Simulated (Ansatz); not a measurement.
**Where the states of AgCl lie**

```
CELL_PARAMETERS angstrom
1.87091 -5.55660 0.00000
1.87091 5.55660 0.00000
0.00000 0.00000 3.92404
ATOMIC_POSITIONS crystal
Ag 0.39656 0.60344 0.75000
Ag 0.60344 0.39656 0.25000
Cl 0.86545 0.13455 0.25000
Cl 0.13455 0.86545 0.75000
```

Structure from Materials Project entry mp-570858 (possibly hypothetical), not relaxed further.

Computed with DFT, PBEsol, all-electron LAPW, scalar-relativistic (Ansatz 0.2.0).

Settings: a Γ-centred 9×9×8 k mesh, Fermi–Dirac smearing of 0.03 eV, basis error target 1 meV/atom, no spin polarisation.

(1) Where is the centre of the filled Ag 4d states between -14 eV and the top of the filled states?

(2) Tabulate the density of states.

Answers

(1) -2.55 eV from the valence-band top.

(2) States per eV and cell, averaged over 0.4 eV, from -5.8 to 6.8 eV, with energies (bin centres) from the valence-band top; empty bins are left out. The partial columns, the largest 4 alone, are projections on Löwdin-orthogonalised atomic shells (those that the program's projection atoms carry: the occupied ones and, for some elements, an empty d or f shell; other empty shells have no column), summed over atoms of an element. Weights on diffuse s and p shells depend on that basis and aren't pure angular character.
```tsv
E (eV)	total	Ag 4d	Cl 3p	Ag 5s	Cl 3s
-5.7	0.02	0.00	0.01	0.00	0.00
-5.3	1.23	0.18	0.76	0.27	0.01
-4.9	4.61	1.01	2.94	0.61	0.03
-4.5	5.33	1.60	3.36	0.30	0.03
-4.1	8.07	3.40	4.44	0.14	0.02
-3.7	5.91	2.88	2.91	0.06	0.01
-3.3	4.58	3.07	1.42	0.05	0.01
-2.9	6.13	5.18	0.83	0.07	0.02
-2.5	12.52	11.22	1.12	0.09	0.05
-2.1	11.98	10.22	1.44	0.21	0.06
-1.7	5.59	3.76	1.67	0.08	0.05
-1.3	5.86	3.19	2.48	0.09	0.04
-0.9	4.62	2.15	2.36	0.06	0.02
-0.5	2.94	1.36	1.53	0.02	0.01
-0.1	0.62	0.29	0.33	0.00	0.00
0.7	0.03	0.00	0.00	0.02	0.01
1.1	0.10	0.00	0.02	0.06	0.02
1.5	0.16	0.00	0.04	0.09	0.02
1.9	0.30	0.01	0.08	0.17	0.03
2.3	0.48	0.01	0.14	0.27	0.04
2.7	1.08	0.03	0.25	0.65	0.04
3.1	2.58	0.09	0.53	1.58	0.04
3.5	1.21	0.03	0.18	0.81	0.02
3.9	1.07	0.02	0.14	0.70	0.02
4.3	1.21	0.02	0.15	0.77	0.02
4.7	1.47	0.02	0.18	0.85	0.02
5.1	0.41	0.00	0.04	0.17	0.00
5.5	0.34	0.00	0.01	0.04	0.00
5.9	1.42	0.00	0.07	0.20	0.00
6.3	2.34	0.01	0.06	0.15	0.01
6.7	1.94	0.01	0.06	0.13	0.00
```
